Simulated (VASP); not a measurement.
# InPd (Pm-3m) in VASP: further runs

One crystal, InPd, is run at these levels: PBE, optB88-vdW; tasks: single point, relaxation of cell and atoms.

All numbers are computed with VASP 6.6.1; they aren't measurements. Logs are shortened: lines on timing, memory, paths and dates and some standing lists are left out, and cuts for length are marked.

## Step 1: The crystal as given

Symmetry: Pm-3m, No. 221, cubic system. The conventional cell has a = 3.272 Å, b = 3.272 Å, c = 3.272 Å, α = 90.00°, β = 90.00°, γ = 90.00°. In (site symmetry m-3m) is surrounded by 8 Pd at 2.83 Å. Pd (site symmetry m-3m) is surrounded by 8 In at 2.83 Å.

The cell comes from a database or a generator and needn't be the stable form of this composition.

## Step 2: Single point, PBE

Input file INCAR:

```
PREC     = Accurate       # precision mode
ENCUT    = 520            # plane-wave cutoff, eV
EDIFF    = 1E-6           # SCF threshold, eV
ISMEAR   = 0              # smearing method
SIGMA    = 0.013000000000000001 # smearing width, eV
LREAL    = False          # projectors in reciprocal space
LASPH    = True           # aspherical terms in the spheres
NELM     = 60             # most SCF steps
ALGO     = Normal         # electronic algorithm
ISIF     = 2              # what is computed and relaxed
LWAVE    = False          # write WAVECAR
LCHARG   = False          # write CHGCAR
GGA      = PE             # functional
```

Input file KPOINTS:

```
regular mesh
0
Gamma
  8 8 8
```

Input file POSCAR:

```
InPd
1.0
    3.2718847800      0.0000000000      0.0000000000
    0.0000000000      3.2718847800      0.0000000000
    0.0000000000      0.0000000000      3.2718847800
In Pd
1 1
Direct
    0.0000000000      0.0000000000      0.0000000000
    0.5000000000      0.5000000000      0.5000000000
```

Potentials or basis: VASP PAW PBE potentials, release 64 (In_d, Pd).

On the command line:

```
$ cat potpaw_PBE.64/In_d/POTCAR potpaw_PBE.64/Pd/POTCAR > POTCAR
$ mpirun -np 1 vasp_std > vasp.out
```

OUTCAR:

```text
PREC = Accurate
   ENCUT = 520
   EDIFF = 1E-6
   ISMEAR = 0
   LREAL = False
   LASPH = True
   NELM = 60
   ISIF = 2
   GGA = PE

 ion  position               nearest neighbor table
   1  0.000  0.000  0.000-   2 2.83   2 2.83   2 2.83   2 2.83   2 2.83   2 2.83   2 2.83   2 2.83

   2  0.500  0.500  0.500-   1 2.83   1 2.83   1 2.83   1 2.83   1 2.83   1 2.83   1 2.83   1 2.83

  LATTYP: Found a simple cubic cell.
 ALAT       =     3.2718847800

  Lattice vectors:

 A1 = (   3.2718847800,   0.0000000000,   0.0000000000)
 A2 = (   0.0000000000,   3.2718847800,   0.0000000000)
 A3 = (   0.0000000000,   0.0000000000,   3.2718847800)

Analysis of symmetry for initial positions (statically):
=====================================================================
 Subroutine PRICEL returns:
 Original cell was already a primitive cell.

 Routine SETGRP: Setting up the symmetry group for a
 simple cubic supercell.

 Subroutine GETGRP returns: Found 48 space group operations
 (whereof 48 operations were pure point group operations)
 out of a pool of 48 trial point group operations.

The static configuration has the point symmetry O_h .

Analysis of symmetry for dynamics (positions and initial velocities):
=====================================================================
 Subroutine PRICEL returns:
 Original cell was already a primitive cell.

 Routine SETGRP: Setting up the symmetry group for a
 simple cubic supercell.

 Subroutine GETGRP returns: Found 48 space group operations
 (whereof 48 operations were pure point group operations)
 out of a pool of 48 trial point group operations.

The dynamic configuration has the point symmetry O_h .

 Subroutine INISYM returns: Found 48 space group operations
 (whereof 48 operations are pure point group operations),
 and found     1 'primitive' translations

----------------------------------------------------------------------------------------

                                     Primitive cell

  volume of cell :      35.0263

  direct lattice vectors                    reciprocal lattice vectors
     3.271884780  0.000000000  0.000000000     0.305634234  0.000000000  0.000000000
     0.000000000  3.271884780  0.000000000     0.000000000  0.305634234  0.000000000
     0.000000000  0.000000000  3.271884780     0.000000000  0.000000000  0.305634234

  length of vectors
     3.271884780  3.271884780  3.271884780     0.305634234  0.305634234  0.305634234

  position of ions in fractional coordinates (direct lattice)
     0.000000000  0.000000000  0.000000000
     0.500000000  0.500000000  0.500000000

  ion indices of the primitive-cell ions
   primitive index   ion index
                 1           1
                 2           2

----------------------------------------------------------------------------------------

 KPOINTS: regular mesh

Automatic generation of k-mesh.
 Grid dimensions read from file:
 generate k-points for:    8    8    8

 Generating k-lattice:

  Cartesian coordinates                     Fractional coordinates (reciprocal lattice)
     0.038204279  0.000000000  0.000000000     0.125000000  0.000000000  0.000000000
     0.000000000  0.038204279  0.000000000     0.000000000  0.125000000  0.000000000
     0.000000000  0.000000000  0.038204279     0.000000000  0.000000000  0.125000000

  Length of vectors
     0.038204279  0.038204279  0.038204279

  Shift w.r.t. Gamma in fractional coordinates (k-lattice)
     0.000000000  0.000000000  0.000000000

 Subroutine IBZKPT returns following result:
 ===========================================

 Found     35 irreducible k-points:

 Following reciprocal coordinates:
            Coordinates               Weight
  0.000000  0.000000  0.000000      1.000000
  0.125000  0.000000  0.000000      6.000000
  0.250000  0.000000  0.000000      6.000000
  0.375000  0.000000  0.000000      6.000000
  0.500000  0.000000  0.000000      3.000000
  0.125000  0.125000  0.000000     12.000000
[... 16 lines left out ...]
  0.375000  0.375000  0.125000     24.000000
  0.500000  0.375000  0.125000     24.000000
 [... further k-points ...]
   k-points           NKPTS =     35   k-points in BZ     NKDIM =     35   number of bands    NBANDS=     15
   number of dos      NEDOS =    301   number of ions     NIONS =      2
   total plane-waves  NPLWV =  13824
   dimension x,y,z NGX =    24 NGY =   24 NGZ =   24
   dimension x,y,z NGXF=    48 NGYF=   48 NGZF=   48
   ions per type =               1   1
   NGX,Y,Z   is equivalent  to a cutoff of  12.19, 12.19, 12.19 a.u.
   NGXF,Y,Z  is equivalent  to a cutoff of  24.39, 24.39, 24.39 a.u.
 SYSTEM =  unknown system
   PREC   = accura    normal or accurate (medium, high low for compatibility)
   ISTART =      0    job   : 0-new  1-cont  2-samecut
   ICHARG =      2    charge: 1-file 2-atom 10-const
   ISPIN  =      1    spin polarized calculation?
   LNONCOLLINEAR =      F non collinear calculations
   LSORBIT =      F    spin-orbit coupling
   LASPH  =      T    aspherical Exc in radial PAW
   ENCUT  =  520.0 eV  38.22 Ry    6.18 a.u.   6.08  6.08  6.08*2*pi/ulx,y,z
   NELM   =     60;   NELMIN=  2; NELMDL= -5     # of ELM steps
   EDIFF  = 0.1E-05   stopping-criterion for ELM
   LREAL  =      F    real-space projection
   EDIFFG = 0.1E-04   stopping-criterion for IOM
   NSW    =      0    number of steps for IOM
   IBRION =     -1    ionic relax: 0-MD 1-quasi-New 2-CG
   NFREE  =      0    steps in history (QN), initial steepest desc. (CG)
   ISIF   =      2    stress and relaxation
   ISYM   =      2    0-nonsym 1-usesym 2-fastsym
   POTIM  = 0.5000    time-step for ionic-motion
   TEBEG  =    0.0;   TEEND  =   0.0 temperature during run
   PSTRESS=    0.0 pullay stress
   NELECT =      23.0000    total number of electrons
   NUPDOWN=      -1.0000    fix difference up-down
   EMIN   =  10.00;   EMAX   =-10.00  energy-range for DOS
   EFERMI =   0.00;   METHOD = LEGACY
   ISMEAR =     0;   SIGMA  =   0.01  broadening in eV -4-tet -1-fermi 0-gaus
   EFERMI_NEDOS =   21; number of points for ismear=-14 and -15
   IALGO  =     38    algorithm
   IMIX   =      4    mixing-type and parameters
     AMIX     =   0.40;   BMIX     =  1.00
     AMIX_MAG =   1.60;   BMIX_MAG =  1.00
  volume/ion in A,a.u.               =      17.51       118.18
  Fermi-wavevector in a.u.,A,eV,Ry     =   1.422938  2.688964 27.548447  2.024754
  Thomas-Fermi vector in A             =   2.543589
   LORBIT       =      0    0 simple, 1 ext, 2 COOP (PROOUT), +10 PAW based schemes
   GGA     = PE    functional components
   LHFCALC =     F    Hartree Fock is set to
   AEXX    =    0.0000 exact exchange contribution
   IVDW    =     0    specifies the selected vdW correction
   LEPSILON=     F    determine dielectric tensor
   LRPA    =     F    only Hartree local field effects (RPA)
 non-spin polarized calculation
 Gauss-broadening in eV      SIGMA  =   0.01
  energy-cutoff  :      520.00
  volume of cell :       35.03
 maximum number of plane-waves:       968
   NGX = 13   NGY = 13   NGZ = 13

 number of electron      22.9999997 magnetization

 Free energy of the ion-electron system (eV)
  ---------------------------------------------------
  ext. energy  EPLUGINS =         0.00000000
  ---------------------------------------------------
  free energy    TOTEN  =        -8.73007674 eV

  energy without entropy =       -8.72955434  energy(sigma->0) =       -8.72981554

 E-fermi :  10.3824     XC(G=0): -12.2309

 val. band max:       10.3707386490   @ k =   0.3750   0.2500   0.1250
 cond. band min:      10.3913463185   @ k =   0.3750   0.3750   0.1250
 fundamental gap:      0.0206076695
 Fermi energy:        10.3823647732

 k-point     1 :       0.0000    0.0000    0.0000
  band No.  band energies     occupation
      1      -4.4840      2.00000
      2      -4.4840      2.00000
      3      -4.0758      2.00000
      4      -4.0758      2.00000
      5      -4.0758      2.00000
      6       0.4288      2.00000
      7       6.6885      2.00000
      8       6.6885      2.00000
      9       8.2325      2.00000
     10       8.2325      2.00000
     11       8.2325      2.00000
     12      14.7130      0.00000
     13      14.7130      0.00000
     14      14.7130      0.00000
     15      19.9288      0.00000

 k-point     2 :       0.1250    0.0000    0.0000
  band No.  band energies     occupation
      1      -4.4756      2.00000
      2      -4.4325      2.00000
      3      -4.0915      2.00000
      4      -4.0915      2.00000
      5      -4.0711      2.00000
      6       0.6768      2.00000
      7       6.6911      2.00000
      8       6.7236      2.00000
      9       8.0547      2.00000
     10       8.0547      2.00000
     11       8.2216      2.00000
     12      13.2143      0.00000
     13      15.2013      0.00000
     14      15.2013      0.00000
     15      20.3556      0.00000

 k-point     3 :       0.2500    0.0000    0.0000
  band No.  band energies     occupation
      1      -4.4552      2.00000
      2      -4.3087      2.00000
      3      -4.1291      2.00000
      4      -4.1291      2.00000
      5      -4.0599      2.00000
      6       1.4151      2.00000
      7       6.6385      2.00000
      8       6.6975      2.00000
      9       7.6821      2.00000
     10       7.6821      2.00000
     11       8.1954      2.00000
     12      10.9695      0.00000
     13      16.5007      0.00000
     14      16.5007      0.00000
     15      20.5001      0.00000
[... 343 lines left out ...]
 k-point    23 :       0.3750    0.3750    0.1250
  band No.  band energies     occupation
      1      -4.3575      2.00000
      2      -4.2534      2.00000
      3      -4.2141      2.00000
      4      -4.2040      2.00000
      5      -3.9681      2.00000
      6       4.0714      2.00000
      7       6.4287      2.00000
      8       7.0347      2.00000
      9       7.3653      2.00000
     10       8.1438      2.00000
     11       8.2252      2.00000
     12      10.3913      0.32854
     13      12.3366      0.00000
     14      15.3437      0.00000
     15      17.7000      0.00000

 k-point    24 :       0.5000    0.3750    0.1250
  band No.  band energies     occupation
      1      -4.3874      2.00000
      2      -4.2438      2.00000
      3      -4.2315      2.00000
      4      -4.2112      2.00000
      5      -3.9193      2.00000
      6       4.3780      2.00000
      7       6.5355      2.00000
      8       6.9424      2.00000
      9       7.3667      2.00000
     10       8.2424      2.00000
     11       8.9339      2.00000
     12       9.4718      2.00000
     13      12.7148      0.00000
     14      14.0144      0.00000
     15      18.2912      0.00000

 [... further k-points ...]

------------------------ aborting loop because EDIFF is reached ----------------------------------------

  FORCE on cell =-STRESS in cart. coord.  units (eV):
  Direction    XX          YY          ZZ          XY          YZ          ZX
  --------------------------------------------------------------------------------------
  -------------------------------------------------------------------------------------
  Total        0.8251373      0.8251373      0.8251373      0.0000000     -0.0000000      0.0000000
  in kB       37.7435539     37.7435539     37.7435539      0.0000000     -0.0000000      0.0000000
  external PRESSURE =      37.7435539 kB  Pullay stress =       0.0000000 kB

 VOLUME and BASIS-vectors are now :
 -----------------------------------------------------------------------------
  energy-cutoff  :      520.00
  volume of cell :       35.03
      direct lattice vectors                 reciprocal lattice vectors
     3.271884780  0.000000000  0.000000000     0.305634234  0.000000000  0.000000000
     0.000000000  3.271884780  0.000000000     0.000000000  0.305634234  0.000000000
     0.000000000  0.000000000  3.271884780     0.000000000  0.000000000  0.305634234

 POSITION                                       TOTAL-FORCE (eV/Angst)
 -----------------------------------------------------------------------------------
      0.00000      0.00000      0.00000         0.000000      0.000000      0.000000
      1.63594      1.63594      1.63594         0.000000      0.000000      0.000000
 -----------------------------------------------------------------------------------
    total drift:                                0.000000      0.000000     -0.000000

  FREE ENERGIE OF THE ION-ELECTRON SYSTEM (eV)
  ---------------------------------------------------
  free  energy   TOTEN  =        -8.7300767393 eV

  energy  without entropy=       -8.7295543370  energy(sigma->0) =       -8.72981554
```

Wall time 9.3 s (1 thread of Intel Xeon Platinum 8375C at 2.90GHz (Ice Lake), shared host); peak memory 0.15 GiB.

What came out:

| Property | Result |
| --- | --- |
| Free energy | -8.7301 eV |
| Pressure | 3.8 GPa |
| Band gap on the k mesh | none (metal or under the smearing width) |

## Step 3: Relaxation of cell and atoms, optB88-vdW

Input file INCAR:

```
  PREC = Accurate
  ENCUT = 600
  EDIFF = 1E-6
  ISMEAR = -1
  SIGMA = 0.05
  LREAL = False
  LASPH = True
  NELM = 100
  ALGO = Normal
  ISIF = 3
  LWAVE = False
  LCHARG = False
  GGA = BO
  LUSE_VDW = True
  AGGAC = 0.0
  PARAM1 = 0.1833333333
  PARAM2 = 0.22
  IBRION = 2
  NSW = 60
  EDIFFG = -0.005
```

Input file KPOINTS:

```
Automatic mesh
0
Gamma
  8 8 8
```

POSCAR is that of step 2.

Potentials or basis: VASP PAW PBE potentials, release 64 (In_d, Pd).

On the command line:

```
$ cat potpaw_PBE.64/In_d/POTCAR potpaw_PBE.64/Pd/POTCAR > POTCAR
$ mpirun -np 1 vasp_std > vasp.out
```

It took 4.2 min on 1 thread of Intel Xeon Platinum 8375C at 2.90GHz (Ice Lake), shared host; peak memory 0.34 GiB.

The run converged. Its results:

| Item | Value |
| --- | --- |
| Free energy | -2.4831 eV |
| Relaxed volume | 18.00 Å³/atom |
| Relaxed cell | a = 3.302 Å, b = 3.302 Å, c = 3.302 Å, α = 90.00°, β = 90.00°, γ = 90.00° |
| Space group after relaxing (to 0.05 Å) | Pm-3m (No. 221) |
| Energy gained by relaxing | 4.8 meV/atom |
| Ionic steps | 14 |
| Pressure after relaxing | 0.0 GPa |
| Band gap on the k mesh | none (metal or under the smearing width) |

The path:
```csv
step,energy change (eV),largest force (eV/Å),pressure (GPa),volume (Å³)
1,0.0000,0.0000,3.31,35.03
2,-0.0027,0.0000,-2.40,36.89
3,-0.0097,0.0000,-0.08,36.00
4,-0.0097,0.0000,0.08,35.98
5,-0.0097,0.0000,0.08,35.98
6,-0.0097,0.0000,0.08,35.98
7,-0.0097,0.0000,0.06,35.98
8,-0.0097,0.0000,0.06,35.98
9,-0.0097,0.0000,0.06,35.98
10,-0.0097,0.0000,0.06,35.98
11,-0.0097,0.0000,0.06,35.98
12,-0.0097,0.0000,0.06,35.99
13,-0.0097,0.0000,0.06,35.99
14,-0.0097,0.0000,0.00,36.00
```

Final structure:
```
In Pd
1.0
     3.30189    0.00000    0.00000
     0.00000    3.30189    0.00000
     0.00000    0.00000    3.30189
In Pd
1 1
Direct
  0.00000 0.00000 0.00000
  0.50000 0.50000 0.50000
```

Levels at points of the mesh, in eV from the Fermi level:
| k point | band 7 | band 8 | band 9 | band 10 | band 11 | band 12 | band 13 | band 14 | band 15 |
| --- | --- | --- | --- | --- | --- | --- | --- | --- | --- |
| (0.00, 0.00, 0.00) | -3.59 | -3.59 | -2.14 | -2.14 | -2.14 | 4.24 | 4.24 | 4.24 | 8.92 |
| (0.50, 0.00, 0.00) | -5.68 | -3.57 | -3.07 | -3.07 | -2.21 | -1.04 | 9.32 | 9.32 | 10.10 |
| (0.50, 0.50, 0.00) | -3.29 | -2.53 | -2.53 | -2.05 | -2.05 | -1.60 | 1.30 | 2.44 | 9.21 |
| (0.50, 0.50, 0.50) | -4.59 | -4.59 | -1.56 | -1.56 | -0.34 | 3.96 | 3.96 | 3.96 | 4.39 |

Caveat: the PAW data sets were made with another functional, which shifts forces and pressure a little.
